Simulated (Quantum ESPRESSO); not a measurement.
**Pb: phonon dispersion with LDA**

The system is Pb.

```
CELL_PARAMETERS angstrom
0.00000 2.47502 2.47502
2.47502 0.00000 2.47502
2.47502 2.47502 0.00000
ATOMIC_POSITIONS crystal
Pb 0.00000 0.00000 0.00000
```

| Item | Value |
| --- | --- |
| Program | Quantum ESPRESSO 7.5 |
| Task | phonon dispersion |
| Functional | LDA |
| Potentials or basis | PseudoDojo 0.4.1 SR LDA standard |
| Cutoff | 762 eV |
| Density cutoff | 3048 eV |
| k mesh | 10 × 10 × 10 |
| Occupations | methfessel-paxton, width 0.2 eV |
| Spin | no spin polarisation |
| Form of the LDA correlation | PW92 |
| Mixing beta | 0.5 |
| Most SCF iterations | 120 |
| SCF threshold | 2e-10 Ry |
| q mesh | 2 × 2 × 2 |

| Property | Result |
| --- | --- |
| Relaxed volume | 28.89 Å³/atom |
| Relaxed cell | a = 3.444 Å, b = 3.444 Å, c = 3.444 Å, α = 60.00°, β = 60.00°, γ = 60.00° |
| Space group after relaxing (to 0.05 Å) | Fm-3m (No. 225) |
| Pressure after relaxing | 0.0 GPa |
| Band gap on the k mesh | none (metal or under the smearing width) |
| Highest phonon frequency | 80 cm⁻¹ |
| Zero-point energy | 0.009 eV/atom |

The path:
```csv
step,energy change (eV),largest force (eV/Å),pressure (GPa),volume (Å³)
1,0.0000,0.0000,-2.29,30.32
2,-0.0045,0.0000,-1.79,29.97
3,-0.0090,0.0000,-0.98,29.45
4,-0.0108,0.0000,0.09,28.84
5,-0.0108,0.0000,0.00,28.89
```

Final structure:
```
Pb
1.0
     0.00000    2.43533    2.43533
     2.43533    0.00000    2.43533
     2.43533    2.43533    0.00000
Pb
1
Direct
  0.00000 0.00000 0.00000
```

Levels at points of the mesh, in eV from the Fermi level:
```tsv
k point	band 4	band 5	band 6	band 7	band 8	band 9	band 10	band 11
(0.00, 0.00, 0.00)	-16.92	-16.92	-12.20	7.67	7.67	7.67	10.18	11.95
(0.00, 0.00, -0.50)	-16.77	-16.77	-8.32	-4.49	5.75	5.75	9.58	9.91
(0.00, -0.50, -0.50)	-16.73	-16.73	-6.81	-3.52	2.03	2.03	5.56	6.85
```

Phonon frequencies in cm⁻¹ (negative: imaginary):
```csv
q point,frequencies
"(0.000, 0.000, 0.000)",0 0 0
"(0.318, 0.000, 0.318)",43 43 55
"(0.500, 0.150, 0.650)",50 53 61
"(0.346, 0.346, 0.692)",40 59 63
"(0.144, 0.144, 0.288)",16 34 49
"(0.091, 0.091, 0.091)",9 9 22
"(0.409, 0.409, 0.409)",31 31 77
"(0.589, 0.321, 0.589)",39 53 69
"(0.500, 0.275, 0.725)",49 58 60
"(0.500, 0.450, 0.550)",34 36 79
"(0.431, 0.431, 0.639)",37 47 73
"(0.562, 0.125, 0.562)",47 52 62
```

Phonon frequencies at the corners of the path (cm⁻¹, interpolated; i marks imaginary ones):
```tsv
point	frequencies
Γ	0 0 0
X	48 48 63
W	51 58 58
K	43 60 61
L	33 33 80
U	43 60 61
```

Phonon states per cell in windows of 5 cm⁻¹ (negative: imaginary):
| from (cm⁻¹) | total |
| --- | --- |
| 0 | 0.00 |
| 5 | 0.01 |
| 10 | 0.02 |
| 15 | 0.05 |
| 20 | 0.09 |
| 25 | 0.15 |
| 30 | 0.28 |
| 35 | 0.37 |
| 40 | 0.40 |
| 45 | 0.38 |
| 50 | 0.27 |
| 55 | 0.18 |
| 60 | 0.32 |
| 65 | 0.27 |
| 70 | 0.14 |
| 75 | 0.06 |

Harmonic thermodynamics per atom at this volume (zero-point energy 8.9 meV, Debye temperature from the second moment 93 K):
| T (K) | free energy (meV) | entropy (k_B) | heat capacity Cv (k_B) |
| --- | --- | --- | --- |
| 50 | 4.4 | 2.47 | 2.55 |
| 100 | -10.7 | 4.37 | 2.88 |
| 200 | -58.1 | 6.40 | 2.97 |
| 298.15 | -117.6 | 7.59 | 2.99 |
| 500 | -264.2 | 9.14 | 2.99 |
| 800 | -520.1 | 10.55 | 3.00 |

Wall time 6.4 min on 1 thread of Intel(R) Xeon(R) Platinum 8259CL CPU @ 2.50GHz (Skylake/Cascade Lake), with other jobs on the host, peak memory 0.09 GiB.

Caveat: the q mesh is small, so phonon branches between its points and thermal values are rough. The run has no spin-orbit coupling, so splittings on Pb are missing.
